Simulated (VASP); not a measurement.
# Ru (P6_3/mmc) in VASP: further runs, part 2 of 2

VASP 6.6.1. Earlier steps stand in the parts before.

**4. Single point, PBEsol (grid = ENCUT=340 dk=0.35 cell=2x2x1 ISMEAR=1 SIGMA=0.1 LREAL=Auto EDIFF=1e-06)**

The input, INCAR:

```
SYSTEM = Ru
ALGO = Fast
EDIFF = 1E-6
ENCUT = 340
GGA = PS
ISIF = 2
ISMEAR = 1
LASPH = .True.
LCHARG = .False.
LREAL = Auto
LWAVE = .False.
NBANDS = 64
NELM = 120
PREC = Accurate
SIGMA = 0.1
```

The input, KPOINTS:

```
k-points
0
Gamma
  4 4 5
  0 0 0
```

The input, POSCAR:

```
Ru
1.0
    5.4116000000      0.0000000000      0.0000000000
   -2.7058000000      4.6865830752      0.0000000000
    0.0000000000      0.0000000000      4.2819000000
Ru
8
Direct
    0.3333333334      0.1666666666      0.7500000000
    0.3333333334      0.6666666666      0.7500000000
    0.8333333333      0.1666666666      0.7500000000
    0.8333333333      0.6666666666      0.7500000000
    0.1666666666      0.3333333334      0.2500000000
    0.1666666666      0.8333333333      0.2500000000
    0.6666666666      0.3333333334      0.2500000000
    0.6666666666      0.8333333333      0.2500000000
```

Potentials or basis: VASP PAW PBE potentials, release 64 (Ru_pv).

Run with:

```sh
> cat potpaw_PBE.64/Ru_pv/POTCAR > POTCAR
> mpirun -np 1 vasp_std > vasp.out
```

OUTCAR:

```text
SYSTEM = Ru
   EDIFF = 1E-6
   ENCUT = 340
   GGA = PS
   ISIF = 2
   ISMEAR = 1
   LASPH = .True.
   LREAL = Auto
   NELM = 120
   PREC = Accurate

 Found     12 irreducible k-points:

 Following reciprocal coordinates:
            Coordinates               Weight
  0.000000  0.000000  0.000000      1.000000
  0.250000  0.000000  0.000000      6.000000
  0.500000  0.000000  0.000000      3.000000
  0.250000  0.250000  0.000000      6.000000
  0.000000  0.000000  0.200000      2.000000
  0.250000  0.000000  0.200000     12.000000
   k-points           NKPTS =     12   k-points in BZ     NKDIM =     12   number of bands    NBANDS=     64
[... 485 lines left out ...]
  Total       -5.4708255     -5.4708255     -6.4102032      0.0000000     -0.0000000      0.0000000
  in kB      -80.7132659    -80.7132659    -94.5722780      0.0000000     -0.0000000      0.0000000
  external PRESSURE =     -85.3329366 kB  Pullay stress =       0.0000000 kB

 VOLUME and BASIS-vectors are now :
 -----------------------------------------------------------------------------
  energy-cutoff  :      340.00
  volume of cell :      108.60
      direct lattice vectors                 reciprocal lattice vectors
     5.411600000  0.000000000  0.000000000     0.184788233  0.106687536  0.000000000
    -2.705800000  4.686583075  0.000000000     0.000000000  0.213375072  0.000000000
     0.000000000  0.000000000  4.281900000     0.000000000  0.000000000  0.233541185

 POSITION                                       TOTAL-FORCE (eV/Angst)
 -----------------------------------------------------------------------------------
      1.35290      0.78110      3.21143        -0.000000     -0.000000      0.000000
      0.00000      3.12439      3.21143        -0.000000     -0.000000     -0.000000
      4.05870      0.78110      3.21143        -0.000000      0.000000     -0.000000
      2.70580      3.12439      3.21143        -0.000000      0.000000     -0.000000
     -0.00000      1.56219      1.07048         0.000000      0.000000      0.000000
     -1.35290      3.90549      1.07048         0.000000     -0.000000      0.000000
      2.70580      1.56219      1.07048         0.000000      0.000000      0.000000
      1.35290      3.90549      1.07048         0.000000     -0.000000      0.000000
 -----------------------------------------------------------------------------------
    total drift:                                0.000001      0.000001      0.000000

  FREE ENERGIE OF THE ION-ELECTRON SYSTEM (eV)
  ---------------------------------------------------
  free  energy   TOTEN  =       -81.5180775983 eV

  energy  without entropy=      -81.5161807503  energy(sigma->0) =      -81.51744532
```

OSZICAR:

```text
N       E                     dE             d eps       ncg     rms          rms(c)
DAV:   1     0.115782521697E+04    0.11578E+04   -0.54222E+04  1640   0.145E+03
DAV:   2    -0.282291450271E+02   -0.11861E+04   -0.11480E+04  1640   0.511E+02
DAV:   3    -0.861663128212E+02   -0.57937E+02   -0.55667E+02  2144   0.997E+01
DAV:   4    -0.879441916204E+02   -0.17779E+01   -0.17592E+01  1768   0.139E+01
DAV:   5    -0.879876770752E+02   -0.43485E-01   -0.43429E-01  1864   0.223E+00    0.385E+01
RMM:   6    -0.818102150511E+02    0.61775E+01   -0.17703E+01  1560   0.218E+01    0.980E+00
RMM:   7    -0.815034672685E+02    0.30675E+00   -0.59253E+00  1597   0.859E+00    0.155E+00
RMM:   8    -0.815177871200E+02   -0.14320E-01   -0.68930E-01  1662   0.283E+00    0.133E+00
RMM:   9    -0.815182720690E+02   -0.48495E-03   -0.17454E-01  1713   0.115E+00    0.341E-01
RMM:  10    -0.815175468656E+02    0.72520E-03   -0.20179E-02  1719   0.603E-01    0.661E-02
RMM:  11    -0.815179582660E+02   -0.41140E-03   -0.47986E-03  1857   0.157E-01    0.369E-02
RMM:  12    -0.815180405717E+02   -0.82306E-04   -0.96107E-04  2042   0.590E-02    0.116E-02
RMM:  13    -0.815180625703E+02   -0.21999E-04   -0.23010E-04  1879   0.321E-02    0.429E-03
RMM:  14    -0.815180725202E+02   -0.99499E-05   -0.10581E-04  1699   0.130E-02    0.202E-03
RMM:  15    -0.815180754219E+02   -0.29017E-05   -0.26267E-05  1149   0.522E-03    0.557E-04
RMM:  16    -0.815180770740E+02   -0.16520E-05   -0.16560E-05  1069   0.295E-03    0.496E-04
RMM:  17    -0.815180775983E+02   -0.52430E-06   -0.50119E-06   816   0.197E-03
   1 F= -.81518078E+02 E0= -.81517445E+02  d E =-.189685E-02
```

Wall time 45 s (1 thread of Intel Xeon 6975P-C (Granite Rapids), shared host); peak memory 0.19 GiB.

The run converged, but some of its settings lie outside the range that counts as converged, so its numbers aren't taken as properties of the crystal.

Results:

```
Free energy            : -81.5181 eV
Pressure               : -8.5 GPa
Band gap on the k mesh : none (metal or under the smearing width)
```

Caveat: the PAW data sets were made with another functional, which shifts forces and pressure a little.

**5. Single point, PBEsol (grid = ENCUT=400 dk=0.35 cell=2x2x1 ISMEAR=1 SIGMA=0.1 LREAL=Auto EDIFF=1e-06)**

INCAR, as its differences from that of step 4:

```diff
@@ -3,3 +3,3 @@
 EDIFF = 1E-6
-ENCUT = 340
+ENCUT = 400
 GGA = PS
```

KPOINTS is that of step 4.

POSCAR is that of step 4.

Run with:

```sh
> cat potpaw_PBE.64/Ru_pv/POTCAR > POTCAR
> mpirun -np 1 vasp_std > vasp.out
```

Wall time 45 s (1 thread of Intel Xeon 6975P-C (Granite Rapids), shared host); peak memory 0.2 GiB.

The run converged, but some of its settings lie outside the range that counts as converged, so its numbers aren't taken as properties of the crystal.

What came out:

```
Free energy            : -81.4925 eV
Pressure               : -7.6 GPa
Band gap on the k mesh : none (metal or under the smearing width)
```

Caveat: the PAW data sets were made with another functional, which shifts forces and pressure a little.

**6. Single point, PBEsol (grid = ENCUT=460 dk=0.35 cell=2x2x1 ISMEAR=1 SIGMA=0.1 LREAL=Auto EDIFF=1e-06)**

INCAR, as its differences from that of step 5:

```diff
@@ -3,3 +3,3 @@
 EDIFF = 1E-6
-ENCUT = 400
+ENCUT = 460
 GGA = PS
```

KPOINTS is that of step 5.

POSCAR is that of step 5.

Potentials or basis: VASP PAW PBE potentials, release 64 (Ru_pv).

Run with:

```sh
> cat potpaw_PBE.64/Ru_pv/POTCAR > POTCAR
> mpirun -np 1 vasp_std > vasp.out
```

It took 53 s on 1 thread of Intel Xeon 6975P-C (Granite Rapids), shared host; peak memory 0.23 GiB.

These settings aren't checked as converged: the numbers below hold their error.

Results:

```
Free energy            : -81.4948 eV
Pressure               : -6.9 GPa
Band gap on the k mesh : none (metal or under the smearing width)
```

Caveat: the PAW data sets were made with another functional, which shifts forces and pressure a little.

**7. The reference run**

An earlier run on the cell as given: functional PBE; potentials or basis VASP PAW PBE potentials, release 64 (Ru_pv); cutoff 520 eV; k mesh 11 × 11 × 6; occupations fermi-dirac, width 0.05 eV; no spin polarisation.

- Pressure: 4.5 GPa
- Band gap on the k mesh: none (metal or under the smearing width)
